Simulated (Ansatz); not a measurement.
Born–Oppenheimer molecular dynamics of a periodic cell of 16 atoms, HCl (start crystal HCl, start structure Fm-3m, volume 1.1 times the crystal's). It starts from a structure without forces on its atoms.

All numbers below come from DFT PBEsol, scalar-relativistic, plane waves, PAW (Ansatz). Settings: accuracy low, cutoff 420 eV, k mesh 3x3x3, fermi-dirac smearing 0.16 eV, no spin polarisation.

```json
{
 "ensemble": "NVT, Langevin thermostat",
 "time step": "0.5 fs",
 "steps asked": "220",
 "set temperature": "1800 K",
 "friction": "0.02 /fs",
 "seed": "967304"
}
```

First frame:

```xyz
16
Lattice="0.0000 5.6362 5.6362 5.6362 0.0000 5.6362 5.6362 5.6362 0.0000" Properties=species:S:1:pos:R:3
H 0.000 0.000 0.000
Cl 2.818 2.818 2.818
H 2.818 2.818 0.000
Cl 5.636 5.636 2.818
H 2.818 0.000 2.818
Cl 5.636 2.818 5.636
H 5.636 2.818 2.818
Cl 8.454 5.636 5.636
H 0.000 2.818 2.818
Cl 2.818 5.636 5.636
H 2.818 5.636 2.818
Cl 5.636 8.454 5.636
H 2.818 2.818 5.636
Cl 5.636 5.636 8.454
H 5.636 5.636 5.636
Cl 8.454 8.454 8.454
```

(1) What does the run give?

(2) What happens to the structure?

(3) How do temperature and energy run in time?

Answers

(1) All steps were run.

```json
{
 "steps done": "220",
 "time covered": "110 fs",
 "mean temperature over the second half": "2563 K",
 "spread of the potential energy over the second half": "46.3 meV per atom",
 "mean potential energy of the second half above the start": "-1454.3 meV per atom"
}
```

The mean temperature of the second half is 42 % above the set value. A run of 0.11 ps of so small a system gives no equilibrium averages. Limits of this set-up: coarse k mesh, low accuracy level.

(2) Mean squared displacements from the first frame to the last, about the centre of mass: H 11.22 Å², Cl 0.39 Å². The details hang on the random start.

(3) 
| time (fs) | T (K) | potential energy less start (eV) |
| --- | --- | --- |
| 0.0 | 1688 | 0.000 |
| 3.5 | 1950 | -0.411 |
| 7.0 | 2440 | -2.240 |
| 10.5 | 4485 | -7.460 |
| 14.0 | 7743 | -15.757 |
| 17.5 | 7341 | -18.496 |
| 21.0 | 5746 | -17.257 |
| 24.5 | 4277 | -15.431 |
| 28.0 | 3884 | -15.344 |
| 31.5 | 4411 | -17.983 |
| 35.0 | 5886 | -22.210 |
| 38.5 | 4799 | -21.661 |
| 42.0 | 3695 | -20.210 |
| 45.5 | 3687 | -21.152 |
| 49.0 | 4476 | -22.786 |
| 52.5 | 3525 | -21.684 |
| 56.0 | 3439 | -22.090 |
| 59.5 | 2942 | -21.768 |
| 63.0 | 3009 | -22.573 |
| 66.5 | 3076 | -22.740 |
| 70.0 | 3217 | -23.237 |
| 73.5 | 3100 | -24.023 |
| 77.0 | 2432 | -23.491 |
| 80.5 | 1668 | -22.489 |
| 84.0 | 2197 | -23.309 |
| 87.5 | 2290 | -23.670 |
| 91.0 | 2945 | -24.515 |
| 94.5 | 2721 | -24.613 |
| 98.0 | 1931 | -23.344 |
| 101.5 | 2096 | -23.365 |
| 105.0 | 2275 | -23.703 |
| 108.5 | 2058 | -23.522 |

Run time: 19 min on 2 threads of Intel(R) Xeon(R) Platinum 8488C (Sapphire Rapids), on a shared host, peak memory 0.94 GiB.
